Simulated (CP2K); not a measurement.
Runs of CP2K 2026.2 on MnO2. The structure is trigonal, space group P-3m1 (No. 164). The conventional cell has a = 2.857 Å, b = 2.857 Å, c = 4.601 Å, α = 90.00°, β = 90.00°, γ = 120.00°. Around Mn (site symmetry -3m) lie 6 O at 1.90 Å. O (site symmetry 3m) is surrounded by 3 Mn at 1.90 Å. Measurements of this composition are mostly on another form, of space group No. 136.

```tsv
task	level	potentials or basis	smearing	EPS_DEFAULT	NGRIDS	points a segment of the path (NPOINTS)	bands added on the path	CUTOFF of the grids	gap on the mesh (eV)	pressure (GPa)	moment (μB)	largest force (eV/Å)
band structure	TASK	POTENTIAL_UZH Mn GTH-SCAN-q15, O GTH-SCAN-q6; TZVP-MOLOPT-SR-GTH, TZVP-MOLOPT-SCAN-GTH basis	fermi-dirac 0.05 eV	1.0E-9	5	8	2	850 Ry	(c)	15.2	3.00	0.60
band structure	LDA	GTH_POTENTIALS Mn GTH-PADE-q15, O GTH-PADE-q6; TZVP-MOLOPT-SR-GTH, TZVP-MOLOPT-PBE-GTH basis	fermi-dirac 0.01 eV	1.0E-9	5	8	2	600 Ry	0.74	-9.2	3.00	0.40
band structure	r2SCAN	POTENTIAL_UZH Mn GTH-SCAN-q15, O GTH-SCAN-q6; TZVP-MOLOPT-SR-GTH, TZVP-MOLOPT-SCAN-GTH basis	fermi-dirac 0.01 eV	1.0E-10	4	10	6	850 Ry	2.12	1.5	3.00	0.09
band structure	LDA	GTH_POTENTIALS Mn GTH-PADE-q15, O GTH-PADE-q6; TZVP-MOLOPT-SR-GTH, TZVP-MOLOPT-PBE-GTH basis	fermi-dirac 0.1 eV	1.0E-10	5	8	6	600 Ry	0.73	-9.2	3.00	0.40
electron localisation function	BLYP+D3(BJ)	GTH_POTENTIALS Mn GTH-BLYP-q15, O GTH-BLYP-q6; TZVP-MOLOPT-SR-GTH, TZVP-MOLOPT-PBE-GTH basis	gaussian 0.1 eV	1.0E-10	4	-	-	600 Ry	(a)	(d)	3.00	(b)
```

Alike in all rows: spin collinear, ferromagnetic start; cell as given; k mesh 11 × 11 × 6.

**Question.** Estimate the missing entries.

**Answer.** (a) 1.05; (b) 0.13; (c) 1.86; (d) 6.6.

Caveats: the basis of atomic orbitals isn't converged, which shifts pressures, moduli and gaps; a cell with one magnetic atom can't hold antiferromagnetic order, which such compounds often take; the potentials were made for another functional, which shifts forces and pressure (some runs); so large a pressure means that the cell lies far from this level's equilibrium, or that cutoff or potentials fall short (some runs); an odd mesh through Γ misses points on the zone boundary, where band edges often lie (some runs).

Not every run made on this cell is shown here.
